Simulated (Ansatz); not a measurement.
Computed with DFT PBE, scalar-relativistic, plane waves, PAW in Ansatz 0.2.0. Several structures of BiS7 were relaxed, and the powder pattern of one of them was computed from 10° to 70° in 2θ (λ = 1.5406 Å; lines under 1 % are left out).

Cu Kα1 powder pattern (kinematic, no thermal factors).
```
2θ (°)  relative intensity
 15.53                  60
 15.64                   8
 22.03                  25
 22.11                 100
 27.13                  12
 31.35                  33
 31.58                  36
 35.16                  52
 35.22                  35
 35.37                  18
 38.70                  12
 38.84                  13
 44.93                   6
 45.10                  24
 47.82                   5
 47.86                  28
 47.98                  43
 50.58                   8
 50.62                  10
 50.93                  11
 53.27                   6
 53.57                   2
 55.95                   6
 58.30                  10
 58.44                   5
 58.61                   8
 60.76                   5
 60.86                   9
 61.03                   4
 65.42                   7
 65.94                   4
 67.70                   3
 67.73                   2
 67.83                  13
 67.99                  10
 68.21                   3
 69.94                   1
 69.97                   9
```

Question: Which structure gives it?
A.

```cif
data_structure
_symmetry_space_group_name_H-M 'P4/m'
_symmetry_Int_Tables_number 83
_cell_length_a 5.7020
_cell_length_b 5.7020
_cell_length_c 5.6617
_cell_angle_alpha 90.000
_cell_angle_beta 90.000
_cell_angle_gamma 90.000
_cell_volume 184.07
loop_
_atom_site_label
_atom_site_type_symbol
_atom_site_symmetry_multiplicity
_atom_site_Wyckoff_symbol
_atom_site_fract_x
_atom_site_fract_y
_atom_site_fract_z
_atom_site_occupancy
Bi1 Bi 1 b 0.00000 0.00000 0.50000 1
S1 S 4 j 0.54809 0.24559 0.00000 1
S2 S 2 f 0.00000 0.50000 0.50000 1
S3 S 1 a 0.00000 0.00000 0.00000 1
```

B.

```cif
data_structure
_symmetry_space_group_name_H-M 'P-3m1'
_symmetry_Int_Tables_number 164
_cell_length_a 6.7412
_cell_length_b 6.7412
_cell_length_c 5.0312
_cell_angle_alpha 90.000
_cell_angle_beta 90.000
_cell_angle_gamma 120.000
_cell_volume 198.00
loop_
_atom_site_label
_atom_site_type_symbol
_atom_site_symmetry_multiplicity
_atom_site_Wyckoff_symbol
_atom_site_fract_x
_atom_site_fract_y
_atom_site_fract_z
_atom_site_occupancy
Bi1 Bi 1 b 0.00000 0.00000 0.50000 1
S1 S 6 i 0.51108 0.48892 0.18777 1
S2 S 1 a 0.00000 0.00000 0.00000 1
```

C.

```cif
data_structure
_symmetry_space_group_name_H-M 'P4/mmm'
_symmetry_Int_Tables_number 123
_cell_length_a 3.8315
_cell_length_b 3.8315
_cell_length_c 11.0403
_cell_angle_alpha 90.000
_cell_angle_beta 90.000
_cell_angle_gamma 90.000
_cell_volume 162.07
loop_
_atom_site_label
_atom_site_type_symbol
_atom_site_symmetry_multiplicity
_atom_site_Wyckoff_symbol
_atom_site_fract_x
_atom_site_fract_y
_atom_site_fract_z
_atom_site_occupancy
Bi1 Bi 1 a 0.00000 0.00000 0.00000 1
S1 S 2 h 0.50000 0.50000 0.28494 1
S2 S 1 c 0.50000 0.50000 0.00000 1
S3 S 2 g 0.00000 0.00000 0.27769 1
S4 S 1 b 0.00000 0.00000 0.50000 1
S5 S 1 d 0.50000 0.50000 0.50000 1
```

D.

```cif
data_structure
_symmetry_space_group_name_H-M 'R-3:H'
_symmetry_Int_Tables_number 148
_cell_length_a 7.0446
_cell_length_b 7.0446
_cell_length_c 14.3668
_cell_angle_alpha 90.000
_cell_angle_beta 90.000
_cell_angle_gamma 120.000
_cell_volume 617.45
loop_
_atom_site_label
_atom_site_type_symbol
_atom_site_symmetry_multiplicity
_atom_site_Wyckoff_symbol
_atom_site_fract_x
_atom_site_fract_y
_atom_site_fract_z
_atom_site_occupancy
Bi1 Bi 3 b 0.33333 0.66667 0.16667 1
S1 S 18 f 0.97944 0.58829 0.04950 1
S2 S 3 a 0.00000 0.00000 0.00000 1
```

Answer: A. Its strongest line, at 2θ = 22.11°, has d = λ/(2 sin θ) = 4.018 Å and is the (1 0 1) reflection of the conventional P4/m cell with a = 5.702 Å, c = 5.662 Å. The others have their strongest lines at 30.6° (B); 33.0° (C); 15.8° (D).

The cells needn't be stable.
